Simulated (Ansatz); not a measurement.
The reference is NaBr in the rock salt structure (space group Fm-3m, No. 225; a = 6.036 Å). Axes: x, y, z lie along the cube axes.

The values are results of PBE/PAW in Ansatz (a program for electronic structure), spin-orbit coupling left out, not measurements.

Before the change:

| Property | Result |
|---|---|
| Valence-band top at Γ | 0.00, 0.00, 0.00 eV |

The change: tensile biaxial strain of 0.61 % in the plane normal to [001], as in epitaxy on a mismatched substrate; the out-of-plane cell vector and the atoms relax.

Question: What does the calculation give for the valence-band top at Γ after the change?

Answer: The valence-band top at Γ (three highest levels, from the VBM) becomes 0.00, 0.00, -0.01 eV (base: 0.00, 0.00, 0.00 eV).

Question: Estimate the effect on the out-of-plane strain.

Answer: The out-of-plane strain comes out as -0.31 %.

Question: What happens to the in-plane stress?

Answer: The mean in-plane stress (compression positive) amounts to -0.3 GPa.

The levels and masses belong to the bands next to the band gap. Whether these cells are dynamically stable was not tested.
